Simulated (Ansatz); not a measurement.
Write the native input for Ansatz 0.2.0 that does the following.

```yaml
Task: single point
Functional: PBEsol
Potentials_or_basis: Ansatz PAW
Cutoff: "420 eV (not typed: the program's choice for these potentials)"
k_mesh: 9 × 9 × 9
Occupations: fermi-dirac, width 0.05 eV
Spin: collinear spin, ferromagnetic start
Starting_moments: "[1.0, 0.0] μB"
```

Crystal: AlNi.

```xyz
2
Lattice="2.8810 0.0000 0.0000 0.0000 2.8810 0.0000 0.0000 0.0000 2.8810" Properties=species:S:1:pos:R:3 pbc="T T T"
Ni    1.4375    1.3671    1.4352
Al    0.0174    0.0316   -0.0066
```

The cell isn't the ideal one: atoms moved at random, drawn with an rms of 0.05 Å.

The input as run:

input.yaml

```yaml
crystal:
  lattice:
    - [2.881, 0.0, 0.0]
    - [0.0, 2.881, 0.0]
    - [0.0, 0.0, 2.881]
  atoms:
    - { symbol: Ni, position: [0.498974, 0.474523, 0.498153], spin: 1.0 }
    - { symbol: Al, position: [0.00605, 0.010975, -0.002286] }
hamiltonian:
  xc: pbesol
  pseudopotentials: { kind: paw }
magnetization:
  spin_polarized: true
kpoints:
  mp_grid: { grid: [9, 9, 9] }
scf:
  occupations: { method: fermi_dirac, width: 0.05 }
output:
  forces: true
  stress: true
  eigenvalues: true
```

Potentials or basis: Ansatz PAW.

Command:

```sh
$ ansatz run input.yaml --threads 2 --pin off --max-ram 5632MiB --backend cpu --events-out ev --progress --plain --runs-dir out
```

It gave:

```
Pressure               : -2.6 GPa
Largest force          : 0.614 eV/Å
Band gap on the k mesh : none (metal or under the smearing width)
Net moment             : 0.00 μB per cell
Absolute moment        : 0.00 μB per cell
```

Caveat: the PAW data sets come from PBE, with cores solved anew for the run's functional, which leaves a small shift of forces and pressure; the starting moments weren't kept.

Wall time 14 s on 2 threads of AMD EPYC 7R43 64-Core Processor (Zen 3) (shared host), peak memory 0.6 GiB.
